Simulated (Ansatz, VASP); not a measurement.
**BAs: VASP beside Ansatz**

INCAR

```
SYSTEM = BAs
PREC = Accurate ; ENCUT = 600
EDIFF = 1E-7 ; ISMEAR = 0
SIGMA = 0.02 ; LREAL = .FALSE.
LASPH = .TRUE. ; NELM = 60
ALGO = Normal ; ISIF = 3
LWAVE = .FALSE. ; LCHARG = .FALSE.
GGA = CA ; IBRION = 2
NSW = 70 ; EDIFFG = -0.005
```

The input KPOINTS:

```
Automatic mesh
0
G
  10 10 10
  0 0 0
```

The input POSCAR:

```
BAs
1.0
    0.0000000000      2.4044111851      2.4044111851
    2.4044111851      0.0000000000      2.4044111851
    2.4044111851      2.4044111851      0.0000000000
B As
1 1
Direct
    0.0000000000      0.0000000000      0.0000000000
    0.2500000000      0.2500000000      0.2500000000
```

Input for Ansatz:

```yaml
crystal:
  lattice:
    - [0.0, 2.4044111851, 2.4044111851]
    - [2.4044111851, 0.0, 2.4044111851]
    - [2.4044111851, 2.4044111851, 0.0]
  atoms:
    - { symbol: B, position: [0.0, 0.0, 0.0] }
    - { symbol: As, position: [0.25, 0.25, 0.25] }
basis:
  ecutwfc: 420
kpoints:
  mp_grid: { grid: [10, 10, 10] }
hamiltonian:
  xc: lda
scf:
  occupations: { method: gaussian, width: 0.02 }
output:
  forces: true
  stress: true
  eigenvalues: true
relax:
  adjacent_minimum: "off"
  f_tol: 0.005
  max_steps: 50
  cell: { stress_tol: 0.05 }
```

Alike in both runs: task relaxation of cell and atoms; functional LDA; k mesh 10 × 10 × 10; occupations gaussian, width 0.02 eV; no spin polarisation.

```csv
,VASP,Ansatz
version,VASP 6.6.1,Ansatz 0.2.0
potentials or method,"VASP PAW LDA potentials, release 64 (B, As)","scalar-relativistic, plane waves, PAW"
plane-wave cutoff (eV),600,420
valence electrons in the cell,8,18
```

Ansatz gave:

```
gap on the k mesh at the Fermi level, each at its own relaxed structure (eV) : 1.10
relaxed volume (Å³/atom)                                                     : 13.25
relaxed cell length with the largest relative difference (Å)                 : 3.346
energy change over the relaxation (meV/atom)                                 : -14
```

**Question.** Estimate VASP's values.

**Answer.** gap on the k mesh at the Fermi level, each at its own relaxed structure (eV): 1.10; relaxed volume (Å³/atom): 13.33; relaxed cell length with the largest relative difference (Å): 3.353; energy change over the relaxation (meV/atom): -10.

The two sets of potentials don't hold the same shells in valence.

A k mesh can miss the band edges. Zero-point motion and thermal expansion aren't in these numbers. LDA usually gives volumes a few per cent too small.
